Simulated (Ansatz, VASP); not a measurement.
## H2Pt in VASP and in Ansatz

```
H Pt
1.0
     2.70395    0.00000    0.00000
    -1.35197    2.34169    0.00000
     0.00000    0.00000    4.47870
H Pt
2 1
Direct
  0.00000 0.00000 0.39746
  0.00000 0.00000 0.60254
  0.00000 0.00000 0.00000
```

Alike in both runs: functional PBE; k mesh 9 × 9 × 4; occupations gaussian, width 0.1 eV; no spin polarisation.

Ansatz relaxed the structure, and its values are those at the end. VASP's run is a single point on that final structure, the one shown.

|  | VASP | Ansatz |
| --- | --- | --- |
| version | VASP 6.6.1 | Ansatz 0.2.0 |
| potentials or method | VASP PAW PBE potentials, release 64 (H, Pt) | scalar-relativistic, plane waves, PAW |
| plane-wave cutoff (eV) | 520 | 420 |
| valence electrons in the cell | 12 | 20 |

```csv
,VASP,Ansatz,Ansatz less VASP
gap on the k mesh at the Fermi level (eV),none,none,-
pressure (GPa),-0.4,0.0,+0.31
rms of the force components (eV/Å),0.004,0.003,-0.0012
```

A gap of «none» marks a metal or a gap that the smearing closes. The two sets of potentials don't hold the same shells in valence.

The runs have no spin-orbit coupling, so splittings on Pt are missing.
